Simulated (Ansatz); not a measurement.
A crystal relaxed with r2SCAN in the PAW code Ansatz has space group Fm-3m (No. 225) and a = 5.160 Å.

| atom | site | x | y | z |
| --- | --- | --- | --- | --- |
| Sr | 4a | 0.0000 | 0.0000 | 0.0000 |
| Xx | 4b | 0.5000 | 0.0000 | 0.0000 |

The r2SCAN gap is indirect, 3.80 eV (Γ to X), below the direct gap of 3.88 eV at X. HSE06 gives an indirect gap of 4.79 eV, from Γ to X; the least direct gap is 4.89 eV at X. With PBE the valence top lies at Γ and the conduction bottom at X, 3.32 eV higher; the smallest vertical gap, at X, is 3.40 eV. Meshes: r2SCAN 8×8×8, HSE06 6×6×6, PBE 8×8×8. r2SCAN's ε∞ is 3.5 in all directions.

Problem. Which element is Xx?
A. O
B. Se
C. Te
D. S

Solution. A. Xx is O: SrO in the rocksalt structure. Sr is surrounded by 6 O at 2.58 Å; O is surrounded by 6 Sr at 2.58 Å.

Spin-unpolarised throughout; all numbers are computed.

The meshes of the hybrids are coarse, so their gaps aren't converged to the digits shown.
